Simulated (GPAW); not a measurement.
# AlAu2 (I4/mmm) in GPAW: reference runs

Reference runs on AlAu2: the cell as given.

Everything below comes from runs of GPAW 26.7.0. Logs are shortened: lines on timing, memory, paths and dates and some standing lists are left out, and cuts for length are marked. The log counts tension as positive stress, the text compression.

## 1. The structure

Symmetry: I4/mmm, No. 139, tetragonal system. The conventional cell has a = 3.343 Å, b = 3.343 Å, c = 8.798 Å, α = 90.00°, β = 90.00°, γ = 90.00°. Around Au (site symmetry 4mm) lie 5 Al at 2.73 to 3.02 Å and 5 Au at 2.75 to 2.88 Å. Around Al (site symmetry 4/mmm) lie 10 Au at 2.73 to 3.02 Å.

The cell comes from a database or a generator and needn't be the stable form of this composition.

## 2. Single point, PBEsol

run.py reads:

```python
from ase import Atoms
from ase.dft.bandgap import bandgap
from ase.io import write
from ase.units import Bohr, GPa
from gpaw import GPAW, PW, setup_paths
from gpaw.elf import elf_from_dft_calculation

setup_paths.insert(0, '.')

atoms = Atoms(['Au', 'Au', 'Al'],
              cell=[[-1.671514475, 1.671514475, 4.39907524],
                    [1.671514475, -1.671514475, 4.39907524],
                    [1.671514475, 1.671514475, -4.39907524]],
              scaled_positions=[[0.3437272, 0.3437272, 0.0],
                                [0.6562728, 0.6562728, 0.0],
                                [0.0, 0.0, 0.0]],
              pbc=True)

calc = GPAW(mode=PW(600),
            xc='PBEsol',
            kpts={'size': (11, 11, 11), 'gamma': True},
            occupations={'name': 'fermi-dirac', 'width': 0.05},
            nbands=26,
            convergence={'density': 1e-05, 'energy': 1e-05},
            maxiter=150,
            txt='gpaw.txt')
atoms.calc = calc
energy = atoms.get_potential_energy()
forces = atoms.get_forces()
stress = atoms.get_stress()
calc.write('gs.gpw')
write('result.traj', atoms)
print(f'Energy: {energy:.6f} eV')
print('Forces (eV/A):')
print(forces.round(4))
print('Stress (GPa):', (stress / GPa).round(3))
print('Fermi level:', round(calc.get_fermi_level(), 4), 'eV')
print(f'Gap: {bandgap(calc)[0]:.4f} eV, direct: {bandgap(calc, direct=True)[0]:.4f} eV')

# fields on the real-space grid
write('density.cube', atoms, data=calc.get_pseudo_density() * Bohr**3)
write('potential.cube', atoms, data=calc.get_electrostatic_potential())
write('elf.cube', atoms, data=elf_from_dft_calculation(calc).data)
```

Potentials or basis: PAW data sets generated in the run's folder for this functional, pw.

Started as:

```sh
> gpaw-setup -f PBEsol Al Au
> OMP_NUM_THREADS=1 python run.py
```

gpaw.txt:

```text
__  _  _
 | _ |_)|_||  |
 |__||  | ||/\| - 26.7.0

Input parameters:
  mode=PW(ecut=600.0),
  convergence={'density': 1e-05, 'energy': 1e-05},
  kpts=MonkhorstPack(size=(11, 11, 11), gamma=True),
  maxiter=150,
  nbands=26,
  occupations=Occupations(name='fermi-dirac', width=0.05),
  xc=XC(name='PBEsol')

Diagonalizing LCAO Hamiltonian
Converting LCAO to pw mode

       Au

       Au

       Al

Atoms  # Å, Bohr magnetons
|   | symbol |        x |         y |        z |    initial magnetic moments |
|---|--------|----------|-----------|----------|-----------------------------|
| 0 |     Au | 0.000000 | -0.000000 | 3.024164 | ( 0.0000,  0.0000,  0.0000) |
| 1 |     Au | 0.000000 | -0.000000 | 5.773987 | ( 0.0000,  0.0000,  0.0000) |
| 2 |     Al | 0.000000 |  0.000000 | 0.000000 | ( 0.0000,  0.0000,  0.0000) |

Unit cell  # Å
| periodic |         x |         y |         z |  lengths |     angles |
|----------|-----------|-----------|-----------|----------|------------|
|      yes | -1.671514 |  1.671514 |  4.399075 | 4.993975 | 140.890650 |
|      yes |  1.671514 | -1.671514 |  4.399075 | 4.993975 | 140.890650 |
|      yes |  1.671514 |  1.671514 | -4.399075 | 4.993975 |  56.503437 |

Number of symmetries: 16
Symmetry operations  # r_c * U_cc + t_c -> r_c
|    | kind |            matrix            |
|----|------|------------------------------|
|  0 |  σ   |  1, 1, 1,  0, 0,-1,  0,-1, 0 |
|  1 |  C4  |  1, 1, 1,  0, 0,-1, -1, 0, 0 |
|  2 |  E   |  1, 0, 0,  0, 1, 0,  0, 0, 1 |
|  3 |  σ   |  1, 0, 0,  0, 1, 0, -1,-1,-1 |
|  4 |  σ   |  0, 1, 0,  1, 0, 0,  0, 0, 1 |
|  5 |  C2  |  0, 1, 0,  1, 0, 0, -1,-1,-1 |
|  6 |  C2  |  0, 0, 1, -1,-1,-1,  1, 0, 0 |
|  7 |  S4  |  0, 0, 1, -1,-1,-1,  0, 1, 0 |
|  8 |  C4  |  0, 0,-1,  1, 1, 1,  0,-1, 0 |
|  9 |  σ   |  0, 0,-1,  1, 1, 1, -1, 0, 0 |
| 10 |  σ   |  0,-1, 0, -1, 0, 0,  1, 1, 1 |
| 11 |  C2  |  0,-1, 0, -1, 0, 0,  0, 0,-1 |
| 12 |  C2  | -1, 0, 0,  0,-1, 0,  1, 1, 1 |
| 13 |  i   | -1, 0, 0,  0,-1, 0,  0, 0,-1 |
| 14 |  S4  | -1,-1,-1,  0, 0, 1,  1, 0, 0 |
| 15 |  C2  | -1,-1,-1,  0, 0, 1,  0, 1, 0 |

BZ-sampling:
  Number of BZ points: 1331
  Number of IBZ points: 126

  Monkhorst-Pack size: [11, 11, 11]
  Monkhorst-Pack shift: [0, 0, 0]

K-points  # in reciprocal-cell coordinates
|     |                                coordinates |     weight |
|-----|--------------------------------------------|------------|
|   0 | (  0.00000000,   0.00000000,   0.00000000) | 0.00075131 |
|   1 | (  0.09090909,  -0.09090909,   0.00000000) | 0.00300526 |
|   2 | (  0.09090909,  -0.09090909,   0.09090909) | 0.00300526 |
|   3 | (  0.09090909,   0.00000000,   0.00000000) | 0.00601052 |
|   4 | (  0.09090909,   0.09090909,  -0.09090909) | 0.00150263 |
|   5 | (  0.18181818,  -0.18181818,   0.00000000) | 0.00300526 |
|   6 | (  0.18181818,  -0.18181818,   0.09090909) | 0.00601052 |
|   7 | (  0.18181818,  -0.18181818,   0.18181818) | 0.00300526 |
|   8 | (  0.18181818,  -0.09090909,   0.00000000) | 0.01202104 |
|   9 | (  0.18181818,  -0.09090909,   0.09090909) | 0.00601052 |
| ... |                                            |            |
| 125 | (  0.45454545,   0.45454545,   0.45454545) | 0.00601052 |

Plane wave coefficients: 1662
Cutoff: 600.0 eV

Spin-components: 1 (collinear spins)
Bands:           26
Projectors:      17
Spin-degeneracy: 2
Datatype:        complex128

Parallelization:
  kpt:    1
  domain: 1
  band:   1

Density:
  Valence electrons: 25.0
  Components: 1
  Grid points: [30 30 30]
  Charge: 0.0  # |e|

Potential:
  Grid points: [30 30 30]

species:
  Au:
    name:    Gold
    Z:       79.0
    valence: 11
    core:    68
    charge:  0.0  # [|e|]
    compensation charges:
      type: gauss
      rc: 0.42  # [Å]
      lmax: 2
    cutoffs:
      filter: 2.33  # [Å]
      core: 2.81  # [Å]
    projectors
    | kind |    occ | energy [eV] | rcut [Å] |
    |------|--------|-------------|----------|
    |   6s |  1.000 |      -5.766 |    1.323 |
    |   6p |  0.000 |      -0.708 |    1.323 |
    |   5d | 10.000 |      -6.915 |    1.323 |
    |    s |        |      21.446 |    1.323 |
    |    p |        |      26.504 |    1.323 |
    |    d |        |      20.296 |    1.323 |

    Using partial waves for Au as LCAO basis

  Al:
    name:    Aluminium
    Z:       13.0
    valence: 3
    core:    10
    charge:  0.0  # [|e|]
    compensation charges:
      type: gauss
      rc: 0.34  # [Å]
      lmax: 2
    cutoffs:
      filter: 1.91  # [Å]
      core: 2.36  # [Å]
    projectors
    | kind |    occ | energy [eV] | rcut [Å] |
    |------|--------|-------------|----------|
    |   3s |  2.000 |      -7.715 |    1.085 |
    |   3p |  1.000 |      -2.689 |    1.085 |
    |    s |        |      19.497 |    1.085 |
    |    p |        |      24.522 |    1.085 |
    |    d |        |       0.000 |    1.085 |

    Using partial waves for Al as LCAO basis

Reference energy: -1039501.439172  # eV

eigensolver:
  PPCG
  Converge bands: occupied
  niter=2

density mixing:
  MSR1-Mixer
  Pratt-step length: 0.05
  Maximum mixing coefficient: 0.75
  Old densities: 10
  SVD Regularization: 0.005
  Good broyden scale: 1.0
  Trust region scale: 1.0
  Backstep threshold: 4.0
  History deletion threshold: 6.0
  Fourier metric: weight=20.0, sigma=0.015

occupation numbers:
  Fermi-Dirac:
    width: 0.0500  # eV

poisson solver:
  ecut: 4800.0  # eV

xc functional:
  name: PBEsol with 2 nearest neighbor stencil

convergence criteria:
[... 6 lines left out ...]
|iter     | |      energy | eigst |  dens |
|---------|-|-------------|-------|-------|
|iter:   1| |  -14.408871 | +0.20 |       |
|iter:   2| |  -13.989441 | -2.34 | -0.91 |
|iter:   3| |  -12.850389 | -1.48 | -0.96 |
|iter:   4| |  -12.823211 | -3.25 | -1.68 |
|iter:   5| |  -12.816599 | -3.64 | -2.00 |
|iter:   6| |  -12.816314 | -4.87 | -2.70 |
|iter:   7| |  -12.816310 | -5.78 | -3.25 |
|iter:   8| |  -12.816310c| -7.82c| -4.15 |
|iter:   9| |  -12.816310c| -7.49c| -4.56 |
|iter:  10| |  -12.816310c| -8.15c| -5.39c|

Converged in 10 steps
Energy contributions relative to reference atoms: (reference = -1039501.439172)

Energy contributions:
  Kinetic:         -25.347626
  Coulomb:          22.608709
  Zero:              0.366005
  External:          0.000000
  Xc:              -10.440310
  Entropy:          -0.006177
  Spinorbit:         0.000000
  ----------------------------
  Free energy:     -12.819399
  Extrapolated:    -12.816310

dipole moment: (-14.455255, -14.455255, 22.975087)  # |e|*Ang

Fermi level: 9.678
Eigenvalues  # (at kpt = [0.000, 0.000, 0.000])
| band index |      eig [eV] | occ [0-2] |
|------------|---------------|-----------|
|          0 |        -1.283 |     2.000 |
|        ... |               |           |
|          4 |         4.587 |     2.000 |
|          5 |         4.628 |     2.000 |
|          6 |         4.824 |     2.000 |
|          7 |         4.824 |     2.000 |
|          8 |         4.907 |     2.000 |
|          9 |         4.907 |     2.000 |
[... 8 lines left out ...]
|         18 |        16.999 |     0.000 |
|         19 |        18.563 |     0.000 |
|        ... |               |           |
|         25 |        29.810 |     0.000 |

No gap
No difference between direct/indirect transitions

Forces  # eV/Ang
|        x |        y |        z |
|----------|----------|----------|
| -0.00000 |  0.00000 | -0.07743 |  # Au   0
| -0.00000 | -0.00000 |  0.07743 |  # Au   1
| -0.00000 | -0.00000 |  0.00000 |  # Al   2

Stress tensor  # eV/Ang^3
|        x |         y |         z |
|----------|-----------|-----------|
| 0.006538 |  0.000000 |  0.000000 |
| 0.000000 |  0.006538 | -0.000000 |
| 0.000000 | -0.000000 |  0.000916 |

# Writing to gs.gpw (mode='')
```

It took 2 min on 1 thread of Intel Xeon Platinum 8488C (Sapphire Rapids), shared host; peak memory 0.29 GiB.

What came out:

```
Free energy            : -12.8194 eV
Pressure               : -0.7 GPa
Largest force          : 0.077 eV/Å
Band gap on the k mesh : none (metal or under the smearing width)
```

Forces in eV/Å, atoms in the order of the input:
```
Au   0.000  0.000 -0.077
Au   0.000  0.000  0.077
Al   0.000  0.000  0.000
```

Levels at points of the mesh, in eV from the Fermi level:
| k point | band 8 | band 9 | band 10 | band 11 | band 12 | band 13 | band 14 | band 15 | band 16 | band 17 |
| --- | --- | --- | --- | --- | --- | --- | --- | --- | --- | --- |
| (0.00, 0.00, 0.00) | -4.85 | -4.77 | -4.77 | -3.48 | -1.16 | 1.11 | 5.83 | 5.83 | 6.79 | 6.79 |

Caveat: with this Au data set, volumes or pressures lay over 1.5 % or 2 GPa off other programs in two to four cells of ten; the program warned that so skewed a cell can give wrong results.
